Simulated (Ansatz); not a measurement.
# Tantalum, omega (AlB2-type) under revPBE: structure, energy and stiffness, part 1 of 2

Aim: take tantalum in the omega (AlB2-type) structure, relax it, solve it on a dense k-mesh, then scale the cell to 7 volumes from 88 to 112 % of the relaxed one and try a fit of the equation of state. Spin polarisation is left out. The k-meshes are 8×8×11 for the relaxation; 10×10×15 for the dense run; 9×9×13 for the volumes.

Program: Ansatz 0.2.0. Level of theory: DFT revPBE, plane waves (420 eV) with PAW, scalar-relativistic; the PAW data stem from PBE, with regenerated cores. These are calculated values, not measurements.

## 1. The starting structure

It takes space group P6/mmm (No. 191, hexagonal). Conventional cell: a = 4.674 Å, b = 4.674 Å, c = 2.865 Å, α = 90.00°, β = 90.00°, γ = 120.00°. Ta (site symmetry 6/mmm) is surrounded by 14 Ta at 2.86 to 3.05 Å. Ta (site symmetry -6m2) has 11 Ta at 2.70 to 3.05 Å as nearest neighbours.

As a file:

```
CELL_PARAMETERS angstrom
4.67351 0.00000 0.00000
-2.33676 4.04738 0.00000
0.00000 0.00000 2.86486
ATOMIC_POSITIONS crystal
Ta 0.00000 0.00000 0.00000
Ta 0.33333 0.66667 0.50000
Ta 0.66667 0.33333 0.50000
```

## 2. Relaxation of the cell

Input file input.yaml:

```yaml
crystal:
  lattice:
    - [4.6735112553, 0.0, 0.0]
    - [-2.3367556276, 4.047379472, 0.0]
    - [0.0, 0.0, 2.8648623995]
  atoms:
    - { symbol: Ta, position: [0.0, 0.0, 0.0] }
    - { symbol: Ta, position: [0.3333333333, 0.6666666667, 0.5] }
    - { symbol: Ta, position: [0.6666666667, 0.3333333333, 0.5] }
hamiltonian:
  xc: revpbe
  pseudopotentials:
    kind: paw
    azcp:
      Ta: "pseudopotentials/Ta.paw.azcp"
basis:
  ecutwfc: 420
  fft_grid_basis: typed
kpoints:
  mp_grid: { grid: [8, 8, 11], shift: [0, 0, 0] }
magnetization:
  spin_polarized: false
scf:
  occupations: { method: fermi_dirac, width: 0.1 }
relax:
  max_steps: 60
  f_tol: 0.01
  cell: {}
```

The program printed:

```text
Warning: RAYON_NUM_THREADS=2 ignored (pool sized by the plan → 2); use --threads N
Engine: ansatz 0.2.0, aarch64-unknown-linux-gnu
Pseudopotentials: kind: paw
Pseudopotential: Ta, paw, valence charge 13, recommended cutoff 420 eV (normal), <dir>
Functional definition: revPBE
  parameter kappa = 1.245
  parameter beta = 0.06672455060314922
  exchange = pbe_x(kappa = kappa, mu = beta*pi^2/3)
  correlation = pbe_c(beta = beta)
Crystal: 3 atoms, lattice volume = 54.190 Å³
Basis set: ecut = 420 eV, 1071 PW (Γ), exchange–correlation on 64×64×40 points (8 copies of the dense FFT grid, shifted against one another)
Bands: 24, of which v1, the nominal top of the filled ones, is band 20 counted from 1 (19 counted from 0)
Symmetry: 24 space group operations
Space group: P6/mmm (ITA 191), of the structure as read, at distance tolerance 3.8e-5 Å
k-points: 60 of 704
Non-local potential: Ta, projectors of the file, l = 0: 3, l = 1: 2, l = 2: 2, l = 3: 1
PAW form: soft (Blöchl's): semilocal exchange-correlation on the pseudo side does not see the compensation charge
PAW frozen core: Ta, regenerated for the run's functional, and the local potential with it (the file was generated under x = pbe(κ = 0.804, μ = 0.2195149727645171), c = pbe(β = 0.06672455060314922))
PAW one-centre angular grid: Ta, 590 points (default); XC on 64 Gauss nodes
Initial density: superposition of atomic densities (neutral atoms: chi_scale 0, normalization atom), corrected by the library's trained network
Initial wavefunctions: pseudopotential atomic-orbital guess
Functional: x = revpbe(κ = 1.245, μ = 0.2195149727645171), c = pbe(β = 0.06672455060314922)
SCF iter   1: F=—  HF=-29822.632818 eV  |F-HF|=—  |Δ(HF+E_count)|=         —  Δρ=1.28e-2  dr2=1.95e-1  ethr=1.77e-3  ⟨swp⟩=4.8  Hψ=5969  notcnv=0
preconditioner: auto → none  [metal: Δε(μ)=0.022 eV  Ē_g=4.059 eV  σ=0.100 eV  W_gap=0.06  n_scr=8 (ndim 8)  ℏωp=19.5 eV  f_vac=0.000  D(μ)=2.99/eV (n_scr^D=32)  sad-step TF]
SCF iter   2: F=—  HF=-29822.622041 eV  |F-HF|=—  |Δ(HF+E_count)|=   1.08e-2  Δρ=9.06e-3  dr2=1.14e-1  ethr=4.99e-4  ⟨swp⟩=1.0  Hψ=1920  notcnv=0
SCF iter   3: F=—  HF=-29822.606452 eV  |F-HF|=—  |Δ(HF+E_count)|=   1.56e-2  Δρ=1.70e-3  dr2=1.11e-3  ethr=2.93e-4  ⟨swp⟩=2.0  Hψ=1860  notcnv=0
SCF iter   4: F=—  HF=-29822.606434 eV  |F-HF|=—  |Δ(HF+E_count)|=   1.77e-5  Δρ=3.06e-4  dr2=1.08e-4  ethr=2.84e-6  ⟨swp⟩=2.0  Hψ=1897  notcnv=0
SCF iter   5: F=—  HF=-29822.606418 eV  |F-HF|=—  |Δ(HF+E_count)|=   1.56e-5  Δρ=6.24e-5  dr2=3.45e-6  ethr=2.76e-7  ⟨swp⟩=2.1  Hψ=1815  notcnv=0
SCF iter   6: F=—  HF=-29822.606455 eV  |F-HF|=—  |Δ(HF+E_count)|=   3.68e-5  Δρ=1.30e-5  dr2=7.87e-8  ethr=2.56e-10  ⟨swp⟩=3.4  Hψ=6025  notcnv=0
SCF iter   7: F=-29822.606455 eV  HF=-29822.606455 eV  |F-HF|=5.86e-10  |Δ(HF+E_count)|=   4.71e-9  Δρ=2.95e-6  dr2=2.60e-9  ethr=2.02e-10  ⟨swp⟩=2.4  Hψ=5059  notcnv=0
SCF 1 converged in 7 iterations: F = -29822.606455 eV  dr2 = 2.60e-9
relax step   1: F+E_penalty+E_count = -29822.60645509 eV  Δ(F+E_penalty+E_count) = +0.000e0 eV  max|allowed force component| = 1.049e-16 eV/Å  Δτ_max = 0.0000 Å  P = +8.986 GPa  Ω = 54.190 Å³  (7 SCF iters, dr2 threshold 1.00e-7 eV, accepted)
Crystal: 3 atoms, lattice volume = 57.993 Å³
Basis set: ecut = 420 eV, 1143 PW (Γ), exchange–correlation on 64×64×40 points (8 copies of the dense FFT grid, shifted against one another)
Initial density: handed on by an earlier stage of this run
Initial wavefunctions: those handed on with the density
iter 1 solved again at ethr=2.12e-4 eV; its pass at ethr=3.10e-3 eV (dr2=8.26e-2 eV) is discarded
SCF iter   1: F=—  HF=-29822.934250 eV  |F-HF|=—  |Δ(HF+E_count)|=         —  Δρ=1.20e-2  dr2=8.34e-2  ethr=2.12e-4  ⟨swp⟩=1.0  Hψ=9327  notcnv=0
preconditioner: auto → none  [metal: Δε(μ)=0.010 eV  Ē_g=3.909 eV  σ=0.100 eV  W_gap=0.03  n_scr=8 (ndim 8)  ℏωp=18.9 eV  f_vac=0.000  D(μ)=3.65/eV (n_scr^D=32)]
SCF iter   2: F=—  HF=-29822.908172 eV  |F-HF|=—  |Δ(HF+E_count)|=   2.61e-2  Δρ=3.27e-3  dr2=3.40e-3  ethr=2.12e-4  ⟨swp⟩=2.3  Hψ=1904  notcnv=0
SCF iter   3: F=—  HF=-29822.907820 eV  |F-HF|=—  |Δ(HF+E_count)|=   3.51e-4  Δρ=8.89e-4  dr2=1.47e-4  ethr=8.71e-6  ⟨swp⟩=2.3  Hψ=1995  notcnv=0
SCF iter   4: F=—  HF=-29822.907911 eV  |F-HF|=—  |Δ(HF+E_count)|=   9.14e-5  Δρ=1.45e-4  dr2=1.09e-5  ethr=3.77e-7  ⟨swp⟩=2.1  Hψ=1919  notcnv=0
SCF iter   5: F=—  HF=-29822.907912 eV  |F-HF|=—  |Δ(HF+E_count)|=   9.27e-7  Δρ=1.90e-5  dr2=3.95e-7  ethr=2.78e-8  ⟨swp⟩=2.0  Hψ=1777  notcnv=0
SCF iter   6: F=-29822.907912 eV  HF=-29822.907912 eV  |F-HF|=1.31e-9  |Δ(HF+E_count)|=   5.19e-8  Δρ=4.88e-6  dr2=5.04e-9  ethr=7.69e-10  ⟨swp⟩=4.0  Hψ=4508  notcnv=0
SCF 2 converged in 6 iterations: F = -29822.907912 eV  dr2 = 5.04e-9
relax step   2: F+E_penalty+E_count = -29822.90791235 eV  Δ(F+E_penalty+E_count) = -3.015e-1 eV  max|allowed force component| = 4.626e-17 eV/Å  Δτ_max = 0.0000 Å  P = -4.055 GPa  Ω = 57.993 Å³  energy of the carried Pulay correction = -1.609e-3 eV  (6 SCF iters, dr2 threshold 3.00e-7 eV, accepted)
Crystal: 3 atoms, lattice volume = 57.083 Å³
Basis set: ecut = 420 eV, 1119 PW (Γ), exchange–correlation on 64×64×40 points (8 copies of the dense FFT grid, shifted against one another)
iter 1 solved again at ethr=4.92e-6 eV; its pass at ethr=3.10e-3 eV (dr2=1.92e-3 eV) is discarded
SCF iter   1: F=—  HF=-29822.930778 eV  |F-HF|=—  |Δ(HF+E_count)|=         —  Δρ=1.73e-3  dr2=1.94e-3  ethr=4.92e-6  ⟨swp⟩=1.9  Hψ=8381  notcnv=0
preconditioner: auto → none  [metal: Δε(μ)=0.010 eV  Ē_g=3.981 eV  σ=0.100 eV  W_gap=0.03  n_scr=8 (ndim 8)  ℏωp=19.0 eV  f_vac=0.000  D(μ)=3.49/eV (n_scr^D=32)]
SCF iter   2: F=—  HF=-29822.930239 eV  |F-HF|=—  |Δ(HF+E_count)|=   5.38e-4  Δρ=4.59e-4  dr2=6.80e-5  ethr=4.92e-6  ⟨swp⟩=2.2  Hψ=1858  notcnv=0
SCF iter   3: F=—  HF=-29822.930254 eV  |F-HF|=—  |Δ(HF+E_count)|=   1.49e-5  Δρ=1.38e-4  dr2=2.99e-6  ethr=1.74e-7  ⟨swp⟩=2.2  Hψ=1968  notcnv=0
iter 4 did not close the SCF: its close was put off for the readings that it lacked (scf_convergence_deferred on its scf_iter line)
SCF iter   4: F=-29822.930258 eV  HF=-29822.930258 eV  |F-HF|=7.97e-8  |Δ(HF+E_count)|=   3.68e-6  Δρ=1.06e-5  dr2=1.08e-7  ethr=7.66e-9  ⟨swp⟩=2.1  Hψ=2080  notcnv=0
iter 5 did not close the SCF: its close was put off for the readings that it lacked (scf_convergence_deferred on its scf_iter line)
SCF iter   5: F=-29822.930258 eV  HF=-29822.930258 eV  |F-HF|=9.09e-10  |Δ(HF+E_count)|=   5.72e-9  Δρ=2.19e-6  dr2=2.54e-9  ethr=2.76e-10  ⟨swp⟩=2.1  Hψ=1800  notcnv=0
SCF iter   6: F=-29822.930258 eV  HF=-29822.930258 eV  |F-HF|=3.17e-10  |Δ(HF+E_count)|=  2.29e-10  Δρ=6.41e-7  dr2=4.16e-10  ethr=6.51e-12  ⟨swp⟩=1.1  Hψ=3735  notcnv=0
SCF 3 converged in 6 iterations: F = -29822.930258 eV  dr2 = 4.16e-10
relax step   3: F+E_penalty+E_count = -29822.93025793 eV  Δ(F+E_penalty+E_count) = -2.235e-2 eV  max|allowed force component| = 4.318e-17 eV/Å  Δτ_max = 0.0000 Å  P = -1.273 GPa  Ω = 57.083 Å³  energy of the carried Pulay correction = -1.257e-3 eV  (6 SCF iters, dr2 threshold 3.00e-7 eV, accepted)
Crystal: 3 atoms, lattice volume = 56.666 Å³
Basis set: ecut = 420 eV, 1107 PW (Γ), exchange–correlation on 64×64×40 points (8 copies of the dense FFT grid, shifted against one another)
iter 1 solved again at ethr=1.66e-7 eV; its pass at ethr=3.10e-3 eV (dr2=6.47e-5 eV) is discarded
SCF iter   1: F=—  HF=-29822.932108 eV  |F-HF|=—  |Δ(HF+E_count)|=         —  Δρ=3.35e-4  dr2=7.02e-5  ethr=1.66e-7  ⟨swp⟩=3.1  Hψ=8402  notcnv=0
preconditioner: auto → none  [metal: Δε(μ)=0.004 eV  Ē_g=4.012 eV  σ=0.100 eV  W_gap=0.01  n_scr=8 (ndim 8)  ℏωp=19.1 eV  f_vac=0.000  D(μ)=3.44/eV (n_scr^D=32)]
SCF iter   2: F=—  HF=-29822.932104 eV  |F-HF|=—  |Δ(HF+E_count)|=   3.66e-6  Δρ=1.12e-4  dr2=2.85e-6  ethr=1.66e-7  ⟨swp⟩=2.1  Hψ=1784  notcnv=0
iter 3 did not close the SCF: its close was put off for the readings that it lacked (scf_convergence_deferred on its scf_iter line)
SCF iter   3: F=-29822.932107 eV  HF=-29822.932107 eV  |F-HF|=3.62e-7  |Δ(HF+E_count)|=   2.42e-6  Δρ=3.49e-5  dr2=1.80e-7  ethr=7.31e-9  ⟨swp⟩=2.0  Hψ=1839  notcnv=0
iter 4 did not close the SCF: its close was put off for the readings that it lacked (scf_convergence_deferred on its scf_iter line)
SCF iter   4: F=-29822.932107 eV  HF=-29822.932107 eV  |F-HF|=3.07e-8  |Δ(HF+E_count)|=   3.87e-7  Δρ=5.08e-6  dr2=3.78e-8  ethr=4.61e-10  ⟨swp⟩=2.1  Hψ=2000  notcnv=0
iter 5 did not close the SCF: its close was put off for the readings that it lacked (scf_convergence_deferred on its scf_iter line)
SCF iter   5: F=-29822.932107 eV  HF=-29822.932107 eV  |F-HF|=9.82e-11  |Δ(HF+E_count)|=   4.65e-9  Δρ=8.18e-7  dr2=2.60e-10  ethr=9.69e-11  ⟨swp⟩=2.1  Hψ=1722  notcnv=0
SCF iter   6: F=-29822.932107 eV  HF=-29822.932107 eV  |F-HF|=2.18e-11  |Δ(HF+E_count)|=  2.55e-11  Δρ=1.45e-7  dr2=9.18e-12  ethr=1.00e-12  ⟨swp⟩=1.0  Hψ=4004  notcnv=0
SCF 4 converged in 6 iterations: F = -29822.932107 eV  dr2 = 9.18e-12
relax step   4: F+E_penalty+E_count = -29822.93210706 eV  Δ(F+E_penalty+E_count) = -1.849e-3 eV  max|allowed force component| = 4.318e-17 eV/Å  Δτ_max = 0.0000 Å  P = +0.040 GPa  Ω = 56.666 Å³  energy of the carried Pulay correction = -1.091e-3 eV  (6 SCF iters, dr2 threshold 3.00e-7 eV, accepted)
Crystal: 3 atoms, lattice volume = 56.678 Å³
iter 1 solved again at ethr=1.44e-9 eV; its pass at ethr=3.10e-3 eV (dr2=5.60e-7 eV) is discarded
SCF iter   1: F=—  HF=-29822.932102 eV  |F-HF|=—  |Δ(HF+E_count)|=         —  Δρ=4.18e-5  dr2=1.10e-6  ethr=1.44e-9  ⟨swp⟩=3.1  Hψ=8153  notcnv=0
preconditioner: auto → none  [metal: Δε(μ)=0.005 eV  Ē_g=4.011 eV  σ=0.100 eV  W_gap=0.01  n_scr=8 (ndim 8)  ℏωp=19.1 eV  f_vac=0.000  D(μ)=3.44/eV (n_scr^D=32)]
SCF iter   2: F=—  HF=-29822.932107 eV  |F-HF|=—  |Δ(HF+E_count)|=   5.13e-6  Δρ=1.06e-5  dr2=3.84e-8  ethr=1.44e-9  ⟨swp⟩=2.6  Hψ=2363  notcnv=0
iter 3 did not close the SCF: its close was put off for the readings that it lacked (scf_convergence_deferred on its scf_iter line)
SCF iter   3: F=-29822.932107 eV  HF=-29822.932107 eV  |F-HF|=1.19e-9  |Δ(HF+E_count)|=  8.80e-10  Δρ=3.19e-6  dr2=1.60e-9  ethr=9.84e-11  ⟨swp⟩=2.2  Hψ=1926  notcnv=0
iter 4 did not close the SCF: its close was put off for the readings that it lacked (scf_convergence_deferred on its scf_iter line)
SCF iter   4: F=-29822.932107 eV  HF=-29822.932107 eV  |F-HF|=1.35e-10  |Δ(HF+E_count)|=   1.33e-9  Δρ=4.39e-7  dr2=1.92e-10  ethr=4.10e-12  ⟨swp⟩=2.1  Hψ=1906  notcnv=0
iter 5 did not close the SCF: its close was put off for the readings that it lacked (scf_convergence_deferred on its scf_iter line)
SCF iter   5: F=-29822.932107 eV  HF=-29822.932107 eV  |F-HF|=0.00e0  |Δ(HF+E_count)|=  1.46e-11  Δρ=7.88e-8  dr2=2.26e-12  ethr=1.00e-12  ⟨swp⟩=1.5  Hψ=1487  notcnv=0
SCF iter   6: F=-29822.932107 eV  HF=-29822.932107 eV  |F-HF|=0.00e0  |Δ(HF+E_count)|=    0.00e0  Δρ=1.77e-8  dr2=1.66e-13  ethr=1.00e-12  ⟨swp⟩=1.0  Hψ=3127  notcnv=0
SCF 5 converged in 6 iterations: F = -29822.932107 eV  dr2 = 1.66e-13
relax step   5: F+E_penalty+E_count = -29822.93210747 eV  Δ(F+E_penalty+E_count) = -4.122e-7 eV  max|allowed force component| = 4.626e-17 eV/Å  Δτ_max = 0.0000 Å  P = -0.000 GPa  Ω = 56.678 Å³  energy of the carried Pulay correction = -1.095e-3 eV  (6 SCF iters, dr2 threshold 2.80e-8 eV, accepted)
Basis set: ecut = 420 eV, 1107 PW (Γ), exchange–correlation on 72×72×40 points (8 copies of the dense FFT grid, shifted against one another)
Initial wavefunctions: pseudopotential atomic-orbital guess (no wavefunctions were taken with the density)
iter 1 solved again at ethr=5.28e-8 eV; its pass at ethr=3.10e-3 eV (dr2=2.06e-5 eV) is discarded
SCF iter   1: F=—  HF=-29822.933831 eV  |F-HF|=—  |Δ(HF+E_count)|=         —  Δρ=4.88e-4  dr2=4.78e-6  ethr=5.28e-8  ⟨swp⟩=3.9  Hψ=9866  notcnv=0
SCF iter   2: F=—  HF=-29822.934018 eV  |F-HF|=—  |Δ(HF+E_count)|=   1.87e-4  Δρ=2.43e-4  dr2=1.13e-6  ethr=1.22e-8  ⟨swp⟩=1.0  Hψ=1440  notcnv=0
SCF iter   3: F=—  HF=-29822.934078 eV  |F-HF|=—  |Δ(HF+E_count)|=   5.99e-5  Δρ=5.82e-6  dr2=2.54e-9  ethr=2.89e-9  ⟨swp⟩=3.0  Hψ=2650  notcnv=0
SCF iter   4: F=—  HF=-29822.934078 eV  |F-HF|=—  |Δ(HF+E_count)|=   2.69e-8  Δρ=7.81e-7  dr2=6.57e-10  ethr=6.50e-12  ⟨swp⟩=2.3  Hψ=2524  notcnv=0
iter 5 did not close the SCF: its close was put off for the readings that it lacked (scf_convergence_deferred on its scf_iter line)
SCF iter   5: F=-29822.934078 eV  HF=-29822.934078 eV  |F-HF|=1.46e-11  |Δ(HF+E_count)|=  8.00e-11  Δρ=2.12e-7  dr2=1.67e-11  ethr=1.68e-12  ⟨swp⟩=2.1  Hψ=1753  notcnv=0
SCF iter   6: F=-29822.934078 eV  HF=-29822.934078 eV  |F-HF|=0.00e0  |Δ(HF+E_count)|=  1.09e-11  Δρ=4.03e-8  dr2=3.70e-13  ethr=1.00e-12  ⟨swp⟩=4.1  Hψ=5973  notcnv=0
SCF 6 converged in 6 iterations: F = -29822.934078 eV  dr2 = 3.70e-13
relax step   6: F+E_penalty+E_count = -29822.93407826 eV  Δ(F+E_penalty+E_count) = -1.971e-3 eV  max|allowed force component| = 4.009e-17 eV/Å  Δτ_max = 0.0000 Å  P = +0.025 GPa  Ω = 56.678 Å³  stress off target by 4.91e-2 GPa  SCF on the basis re-selected at this cell (its energy is not comparable with the rows above)  (6 SCF iters)
basis re-selected at this cell: Δ(F+E_penalty+E_count) = -1.971e-3 eV, ΔP = +0.025 GPa vs the last step (what re-selecting the basis moved, of the pressure what is left beyond the Pulay correction that the steps carried, after the strain that the cell walked since its last selection, with what the two solves' SCF thresholds leave and, on support functions, any second-order correction that the steps lacked; it is no measure of the basis error at this ecutwfc). The dense FFT grid was sized anew with the basis: this SCF ran on 36×36×20 points, the steps before it on 32×32×20, so part of this shift can come from that change (see relax.cell in the input reference). This SCF's stress stands 4.91e-2 GPa from its target on what of the cell is left free (relax.cell.stress_tol is 5.00e-2 GPa) and its largest allowed force component is 4.01e-17 eV/Å (relax.f_tol is 1.00e-2 eV/Å): within both
SCF converged after 6 iterations
Free energy (F): -29822.934078 eV
Harris-Foulkes:  -29822.934078 eV  (|F-HF|=0.00e0)
Internal energy: -29822.823095 eV  (E = F + TS)
E sigma→0 (E₀):  -29822.878587 eV
Entropy (-TS):   -0.110983 eV (-36.994 meV/atom)
Fermi energy:    18.019258 eV
--- Per-component energies (eV) ---
  E_band       = -348.108839
  E_kinetic    = 1094.963925
  E_local      = -1739.683998  (includes V_loc(G=0)·N_el)
  E_nonlocal   = 41.980865
  E_hartree    = 600.608198
  E_xc         = -654.812501
  E_vxc        = -610.204000  (∫ρ·V_xc dr)
  E_paw        = -25215.544546  (= ΣΔE_a)
  E_vpaw       = -336.382441  (= ΣTr[D̂ρ^β])
  E_aug_tail   = 0.000427  (compensation charges beyond the density's cutoff)
  E_ewald      = -3950.277652
  E_core_change = -0.057814  (= ΣΔE_core)
  E_smearing   = -0.110983  (= −TS)
  E_closure    = 0.000000  (closes the sum)
  Σ components = -29822.934078   (vs F -29822.934078, Δ=0.00e0)
--- Forces (eV/Å), atoms counted from 1 ---
  atom   1  Ta    -0.00000000     0.00000000     0.00000000
  atom   2  Ta     0.00000000     0.00000000    -0.00000000
  atom   3  Ta    -0.00000000    -0.00000000     0.00000000
  max |Σ_I F_I| component: 1.85e-17 eV/Å
--- Stress (GPa, compression-positive) ---
        0.049109       0.000000      -0.000000
        0.000000       0.049109      -0.000000
       -0.000000      -0.000000      -0.022331
  P = ⅓ Tr σ = 0.0253 GPa (0.253 kbar)
--- Relaxed structure (5 steps of the walk, 5 accepted, 1 SCFs on fresh bases) ---
  F+E_penalty+E_count = -29822.93407826 eV   max|allowed force component| = 4.009e-17 eV/Å   (the final SCF, on the basis selected at the relaxed cell)
  cell:  # Å, volume = 56.6777 Å³
    - [4.88469353444426, -3.017179783407833e-11, 0.0]
    - [-2.442346767196, 4.2302686905454125, 0.0]
    - [0.0, 0.0, 2.742882819644354]
  atoms:
    - { symbol: Ta, position: [2.415746173664757e-35, -2.0008669762507836e-34, 0.0] }
    - { symbol: Ta, position: [0.3333333333333333, 0.6666666666666666, 0.5] }
    - { symbol: Ta, position: [0.6666666666666666, 0.33333333333333337, 0.5] }
```

Wall time 9.7 s (2 threads of an Arm CPU, shared host); peak memory 0.36 GiB.

The steps of the relaxation:

```
step  energy change (meV/atom)  largest force (eV/Å)  pressure (GPa)  volume (Å³/atom)
   1                      0.00                0.0000            8.99            18.063
   2                   -100.49                0.0000           -4.05            19.331
   3                   -107.93                0.0000           -1.27            19.028
   4                   -108.55                0.0000            0.04            18.889
   5                   -108.55                0.0000            0.00            18.893
   6                   -109.21                0.0000            0.03            18.893
```

Steps that repeat a cell are solved on a basis chosen anew, so their changes of energy are no gain of the relaxation.

Changes in the cell that was computed:

|  | before | after | change |
| --- | --- | --- | --- |
| a (Å) | 4.674 | 4.885 | +4.5 % |
| b (Å) | 4.674 | 4.885 | +4.5 % |
| c (Å) | 2.865 | 2.743 | -4.3 % |
| volume (Å³/atom) | 18.063 | 18.893 | +4.6 % |
| shortest distance (Å) | 2.698 | 2.743 | +1.7 % |
| space group (spins left aside) | P6/mmm | P6/mmm | same |

## 3. The energy on a finer k-mesh

Input file input.yaml:

```yaml
crystal:
  lattice:
    - [4.8846935344, 0.0, 0.0]
    - [-2.4423467672, 4.2302686905, 0.0]
    - [0.0, 0.0, 2.7428828196]
  atoms:
    - { symbol: Ta, position: [0.0, 1.0, 0.0] }
    - { symbol: Ta, position: [0.3333333333, 0.6666666667, 0.5] }
    - { symbol: Ta, position: [0.6666666667, 0.3333333333, 0.5] }
hamiltonian:
  xc: revpbe
  pseudopotentials:
    kind: paw
    azcp:
      Ta: "pseudopotentials/Ta.paw.azcp"
basis:
  ecutwfc: 420
  fft_grid_basis: typed
kpoints:
  mp_grid: { grid: [10, 10, 15], shift: [0, 0, 0] }
magnetization:
  spin_polarized: false
scf:
  occupations: { method: fermi_dirac, width: 0.1 }
```

The program printed, cut to the lines that bear on the results:

```text
Warning: RAYON_NUM_THREADS=2 ignored (pool sized by the plan → 2); use --threads N
[...]
[... 3 set-up lines as earlier in the session ...]
[...]
Crystal: 3 atoms, lattice volume = 56.678 Å³
Basis set: ecut = 420 eV, 1107 PW (Γ)
Bands: 24, of which v1, the nominal top of the filled ones, is band 20 counted from 1 (19 counted from 0)
[... 2 set-up lines as earlier in the session ...]
k-points: 112 of 1500
[...]
SCF iter   1: F=—  HF=-29822.953386 eV  |F-HF|=—  |Δ(HF+E_count)|=         —  Δρ=9.97e-3  dr2=1.06e-1  ethr=1.77e-3  ⟨swp⟩=4.7  Hψ=11233  notcnv=0
[...]
SCF iter   6: F=-29822.940595 eV  HF=-29822.940595 eV  |F-HF|=5.43e-9  |Δ(HF+E_count)|=   3.15e-8  Δρ=7.12e-6  dr2=1.88e-8  ethr=2.56e-10  ⟨swp⟩=3.0  Hψ=6064  notcnv=0
[...]
SCF converged after 6 iterations
Free energy (F): -29822.940595 eV
[...]
E sigma→0 (E₀):  -29822.889170 eV
Entropy (-TS):   -0.102849 eV (-34.283 meV/atom)
Fermi energy:    18.029051 eV
[...]
```

Wall time 2.4 s (2 threads of an Arm CPU, shared host); peak memory 0.37 GiB.

## 4. Equation of state: 88 %

input.yaml, as its differences from that of step 3:

```diff
@@ -2,5 +2,5 @@
   lattice:
-    - [4.8846935344, 0.0, 0.0]
-    - [-2.4423467672, 4.2302686905, 0.0]
-    - [0.0, 0.0, 2.7428828196]
+    - [4.6809235193, 0.0, 0.0]
+    - [-2.3404617596, 4.0537986809, 0.0]
+    - [0.0, 0.0, 2.6284606415]
   atoms:
@@ -19,3 +19,3 @@
 kpoints:
-  mp_grid: { grid: [10, 10, 15], shift: [0, 0, 0] }
+  mp_grid: { grid: [9, 9, 13], shift: [0, 0, 0] }
 magnetization:
@@ -24 +24,4 @@
   occupations: { method: fermi_dirac, width: 0.1 }
+  lower_state_search: "off"
+output:
+  stress: true
```

The program printed, cut to the lines that bear on the results:

```text
Warning: RAYON_NUM_THREADS=2 ignored (pool sized by the plan → 2); use --threads N
[...]
[... 3 set-up lines as earlier in the session ...]
[...]
Crystal: 3 atoms, lattice volume = 49.876 Å³
Basis set: ecut = 420 eV, 975 PW (Γ)
Bands: 24, of which v1, the nominal top of the filled ones, is band 20 counted from 1 (19 counted from 0)
[... 1 set-up line as earlier in the session ...]
Space group: P6/mmm (ITA 191), of the structure as read, at distance tolerance 3.7e-5 Å
k-points: 84 of 1053
[...]
SCF iter   1: F=—  HF=-29822.408315 eV  |F-HF|=—  |Δ(HF+E_count)|=         —  Δρ=1.36e-2  dr2=1.13e-1  ethr=1.77e-3  ⟨swp⟩=5.0  Hψ=8441  notcnv=0
[...]
SCF iter   6: F=-29822.386093 eV  HF=-29822.386093 eV  |F-HF|=3.26e-9  |Δ(HF+E_count)|=   9.60e-8  Δρ=7.00e-6  dr2=7.12e-9  ethr=2.56e-10  ⟨swp⟩=4.9  Hψ=7542  notcnv=0
[...]
SCF converged after 6 iterations
Free energy (F): -29822.386093 eV
[...]
E sigma→0 (E₀):  -29822.341006 eV
Entropy (-TS):   -0.090174 eV (-30.058 meV/atom)
Fermi energy:    20.771494 eV
[...]
--- Stress (GPa, compression-positive) ---
       28.228111      -0.000000       0.000000
       -0.000000      28.228111       0.000000
        0.000000       0.000000      30.764102
  P = ⅓ Tr σ = 29.0734 GPa (290.734 kbar)
```

Run time: 2 s. Hardware: 2 threads of an Arm CPU, shared host; peak memory 0.35 GiB.

(Continued in part 2 of 2.)
